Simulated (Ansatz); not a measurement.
# SiC: enthalpy under pressure, worked through

Computed with DFT PBE, scalar-relativistic, plane waves, PAW in Ansatz. (420 eV cutoff, 10×10×10 k-mesh, Gaussian smearing of 0.02 eV, no spin polarisation)

Reference structure (relaxed):

```yaml
crystal:
  lattice:
    - [0.00000, 2.18986, 2.18986]
    - [2.18986, 0.00000, 2.18986]
    - [2.18986, 2.18986, 0.00000]
  atoms:
    - { symbol: Si, position: [0.25000, 0.25000, 0.25000] }
    - { symbol: C, position: [0.00000, 0.00000, 0.00000] }
```

Cell and atoms were relaxed at each target pressure within the start's symmetry (F-43m), at zero temperature; other phases can be more stable under pressure. H = E + PV with P the target; E is the free energy at the smearing used, whose derivative the pressure is, per atom and counted from zero pressure. The mesh named is that at zero pressure; some other pressures ran on another.

```
P (GPa) V (Å³/atom) E − E0 (meV) H − H0 (meV)
      0       10.501           0.0           0.0
      3       10.355           1.4         195.3
      8       10.137           8.9         515.1
     15        9.866          28.3         952.0
     30        9.377          96.1        1851.9
     60        8.648         296.8        3535.4
```

Question: Thermodynamics gives dH/dP = V along a relaxed path. Integrate V over P by the trapezoid rule and compare with the computed enthalpies.

Answer: With 1 eV/Å³ = 160.22 GPa, each step adds the mean volume times ΔP / 160.22:
```
P (GPa)  ∫V dP (meV) H − H0 (meV) difference (meV)
      3        195.3         195.3               0.0
      8        515.0         515.1              -0.1
     15        952.0         952.0               0.0
     30       1852.8        1851.9               0.9
     60       3540.3        3535.4               4.9
```

V(P) curves upward, so the trapezoid rule runs high; integrating a smooth curve through the same points puts that excess at about 5.4 meV at 60 GPa, against the 4.9 meV found.

Question: At 60 GPa, how much of the enthalpy change is stored energy and how much is the PV term?

Answer: E rises by 297 meV/atom and PV is 60 × 8.648 / 160.22 = 3239 meV/atom, so PV makes 92 % of ΔH. So between rival structures at high pressure a small difference in volume can outweigh the difference in energy: 1 % of this volume is worth 32.4 meV/atom at this pressure.

Question: What bulk modulus do the lowest pressures give?

Answer: From the pressures that the runs reached, -3.01 GPa (10.656 Å³) and 3.08 GPa (10.355 Å³), B = −ΔP/Δln V = 6.09 / 0.0286 = 213 GPa, a mean over that range.

Question: The gap is 1.385 eV at -3.01 GPa and 1.360 eV at 3.08 GPa. What pressure coefficient and volume deformation potential follow?

Answer: dE_g/dP = -4.1 meV/GPa, and a_V = dE_g/d ln V = −B dE_g/dP = 0.88 eV. A gap that closes or barely moves under pressure is usual where the conduction edge lies away from the zone centre, has d character, or where the bands broaden faster than they shift. If the edges move to other points of the zone within the range, this is a mean of two slopes. Gaps are Kohn–Sham gaps over the whole zone.